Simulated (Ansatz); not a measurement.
Crystal: BAs.

```
As B
1.0
     0.00000    2.38850    2.38850
     2.38850    0.00000    2.38850
     2.38850    2.38850    0.00000
As B
1 1
Cartesian
  3.5827 3.5827 3.5827
  0.0000 0.0000 0.0000
```

Below is the output of Ansatz 0.2.0 for this cell. Logs are shortened: lines on timing, memory, paths and dates and some standing lists are left out, and cuts for length are marked.

```text
Warning: RAYON_NUM_THREADS=2 ignored (pool sized by the plan → 2); use --threads N
Engine: ansatz 0.2.0, x86_64-unknown-linux-gnu
Pseudopotentials: kind: paw
Pseudopotential: As, paw, valence charge 15, recommended cutoff 420 eV (normal), As.paw.azcp
Pseudopotential: B, paw, valence charge 3, recommended cutoff 420 eV (normal), B.paw.azcp
Functional definition: RPBE
  parameter kappa = 0.804
  parameter beta = 0.06672455060314922
  exchange = rpbe_x(kappa = kappa, mu = beta*pi^2/3)
  correlation = pbe_c(beta = beta)
Crystal: 2 atoms, lattice volume = 27.252 Å³
Basis set: ecut = 420 eV, 531 PW (Γ), exchange–correlation on 48×48×48 points (8 copies of the dense FFT grid, shifted against one another)
Bands: 13, of which v1, the nominal top of the filled ones, is band 9 counted from 1 (8 counted from 0)
Symmetry: 24 space group operations
Space group: F-43m (ITA 216), of the structure as read, at distance tolerance 3.0e-5 Å
k-points: 47 of 1000 (time reversal used)
Non-local potential: As, projectors of the file, l = 0: 2, l = 1: 2, l = 2: 3, l = 3: 1
Non-local potential: B, projectors of the file, l = 0: 2, l = 1: 2, l = 2: 1
PAW form: soft (Blöchl's): semilocal exchange-correlation on the pseudo side does not see the compensation charge
PAW frozen core: As, regenerated for the run's functional, and the local potential with it (the file was generated under x = pbe(κ = 0.804, μ = 0.2195149727645171), c = pbe(β = 0.06672455060314922))
PAW frozen core: B, regenerated for the run's functional, and the local potential with it (the file was generated under x = pbe(κ = 0.804, μ = 0.2195149727645171), c = pbe(β = 0.06672455060314922))
PAW one-centre angular grid: As, 590 points (default); XC on 64 Gauss nodes
PAW one-centre angular grid: B, 110 points (default); XC on 64 Gauss nodes
Initial density: superposition of atomic densities (neutral atoms: chi_scale 0, normalization atom), corrected by the library's trained network
Initial wavefunctions: pseudopotential atomic-orbital guess
Functional: x = rpbe, c = pbe(β = 0.06672455060314922)
SCF iter   1: F=—  HF=-5019.024477 eV  |F-HF|=—  |Δ(HF+E_count)|=         —  Δρ=2.01e-3  dr2=4.52e-4  ethr=1.77e-3  ⟨swp⟩=5.6  Hψ=3476  notcnv=0
preconditioner: auto → none  [insulator: Δε(μ)=1.209 eV  Ē_g=12.449 eV  σ=0.050 eV  W_gap=1.00  n_scr=8 (ndim 8)  ℏωp=20.1 eV  f_vac=0.001  D(μ)=0.00/eV (n_scr^D=0)  ε∞_Penn≈3.6]
SCF iter   2: F=—  HF=-5019.024472 eV  |F-HF|=—  |Δ(HF+E_count)|=   5.36e-6  Δρ=1.09e-3  dr2=1.85e-4  ethr=2.51e-6  ⟨swp⟩=2.1  Hψ=1304  notcnv=0
SCF iter   3: F=—  HF=-5019.024551 eV  |F-HF|=—  |Δ(HF+E_count)|=   7.87e-5  Δρ=3.83e-4  dr2=2.82e-5  ethr=1.03e-6  ⟨swp⟩=2.3  Hψ=886  notcnv=0
SCF iter   4: F=—  HF=-5019.024564 eV  |F-HF|=—  |Δ(HF+E_count)|=   1.33e-5  Δρ=6.27e-5  dr2=1.04e-6  ethr=1.56e-7  ⟨swp⟩=3.0  Hψ=1025  notcnv=0
iter 5 did not close the SCF: its close was put off for the readings that it lacked (scf_convergence_deferred on its scf_iter line)
SCF iter   5: F=-5019.024566 eV  HF=-5019.024566 eV  |F-HF|=1.45e-7  |Δ(HF+E_count)|=   1.71e-6  Δρ=1.77e-5  dr2=8.07e-8  ethr=5.77e-9  ⟨swp⟩=3.0  Hψ=1034  notcnv=0
SCF iter   6: F=-5019.024566 eV  HF=-5019.024566 eV  |F-HF|=2.54e-9  |Δ(HF+E_count)|=   1.78e-7  Δρ=3.32e-6  dr2=3.24e-9  ethr=4.48e-10  ⟨swp⟩=5.0  Hψ=3092  notcnv=0
SCF 1 converged in 6 iterations: F = -5019.024566 eV  dr2 = 3.24e-9
  greatest PAW one-centre occupation: 0.999 electrons in one spin orbital (limit 2), on the As atom at site 0 (counted from 0), in its partial waves of l = 2
SCF converged after 6 iterations
Free energy (F): -5019.024566 eV
Harris-Foulkes:  -5019.024566 eV  (|F-HF|=2.54e-9)
Internal energy: -5019.024566 eV  (E = F + TS)
E sigma→0 (E₀):  -5019.024566 eV
Fermi energy:    11.842221 eV
--- Per-component energies (eV) ---
  E_band       = -208.409798
  E_kinetic    = 151.830313
  E_local      = -1691.701523  (includes V_loc(G=0)·N_el)
  E_nonlocal   = -659.634298
  E_hartree    = 939.688442
  E_xc         = -111.485497
  E_vxc        = -117.546305  (∫ρ·V_xc dr)
  E_paw        = -1921.702280  (= ΣΔE_a)
  E_vpaw       = 229.263729  (= ΣTr[D̂ρ^β])
  E_aug_tail   = 0.000006  (compensation charges beyond the density's cutoff)
  E_ewald      = -1725.774997
  E_core_change = -0.244730  (= ΣΔE_core)
  E_smearing   = -0.000000  (= −TS)
  E_closure    = -0.000000  (closes the sum)
  Σ components = -5019.024566   (vs F -5019.024566, Δ=0.00e0)
--- Forces (eV/Å), atoms counted from 1 ---
  atom   1  As     0.00000000     0.00000000    -0.00000000
  atom   2  B     -0.00000000     0.00000000     0.00000000
  max |Σ_I F_I| component: 4.44e-16 eV/Å
--- Stress (GPa, compression-positive) ---
        5.430340      -0.000000      -0.000000
        0.000000       5.430340       0.000000
       -0.000000       0.000000       5.430340
  P = ⅓ Tr σ = 5.4303 GPa (54.303 kbar)
--- Band table (eV; the first three rows and the last of 47) ---
  k-point 0: bands = ["-24.5795", "-24.5795", "-24.5795", "-24.5573", "-24.5573", "-4.1737", "11.2343", "11.2343", "11.2343", "14.5171", "14.5171", "14.5171", "15.9409"]
  k-point 1: bands = ["-24.5792", "-24.5787", "-24.5787", "-24.5572", "-24.5572", "-4.0093", "9.8364", "10.9320", "10.9320", "14.6782", "14.9163", "14.9163", "16.8156"]
  k-point 2: bands = ["-24.5784", "-24.5769", "-24.5769", "-24.5569", "-24.5569", "-3.5243", "7.4712", "10.3563", "10.3563", "14.4670", "15.6378", "15.6378", "18.4678"]
  k-point 46: bands = ["-24.5779", "-24.5705", "-24.5639", "-24.5603", "-24.5538", "0.1738", "3.0764", "5.8850", "6.1410", "15.7997", "16.1487", "19.0821", "19.2347"]
```

Task: What input gives this log?

Result: Single point with RPBE, no spin polarisation. The files as run (others can give the same):

input.yaml
```yaml
crystal:
  lattice:
    - [0.0, 2.3885, 2.3885]
    - [2.3885, 0.0, 2.3885]
    - [2.3885, 2.3885, 0.0]
  atoms:
    - { symbol: As, position: [0.75, 0.75, 0.75] }
    - { symbol: B, position: [0.0, 0.0, 0.0] }
hamiltonian:
  xc: rpbe
  pseudopotentials: { kind: paw }
kpoints:
  mp_grid: { grid: [10, 10, 10] }
scf:
  occupations: { method: gaussian, width: 0.05 }
output:
  forces: true
  stress: true
  eigenvalues: true
  write_density: true
  write_potential: true
  elf: true
  volumetric_format: npy
```

Potentials or basis: Ansatz PAW.
The run is started by
```sh
$ ansatz run input.yaml --threads 2 --pin off --max-ram 5632MiB --backend cpu --events-out ev --progress --plain --runs-dir out
```

Caveat: the PAW data sets come from PBE, with cores solved anew for the run's functional, which leaves a small shift of forces and pressure.
